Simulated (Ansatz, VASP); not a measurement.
One calculation of Ge, two programs

```
Ge
1.0
     0.00000    2.87384    2.87384
     2.87384    0.00000    2.87384
     2.87384    2.87384    0.00000
Ge
2
Direct
  0.50000 0.50000 0.50000
  0.75000 0.75000 0.75000
```

Alike in both runs: task single point; functional RPBE; k mesh 9 × 9 × 9; occupations fermi-dirac, width 0.05 eV; no spin polarisation.

|  | VASP | Ansatz |
| --- | --- | --- |
| version | VASP 6.6.1 | Ansatz 0.2.0 |
| potentials or method | VASP PAW PBE potentials, release 64 (Ge_d) | plane waves (420 eV) with PAW, scalar-relativistic |
| plane-wave cutoff (eV) | 520 | 420 |
| valence electrons in the cell | 28 | 28 |

|  | VASP | Ansatz | Ansatz less VASP |
| --- | --- | --- | --- |
| pressure (GPa) | 1.9 | 2.1 | +0.16 |

With one functional, cell and mesh, what is left measures potentials, basis and numerics.

Caveats: the PAW data sets were made with another functional, which shifts forces and pressure a little (VASP).
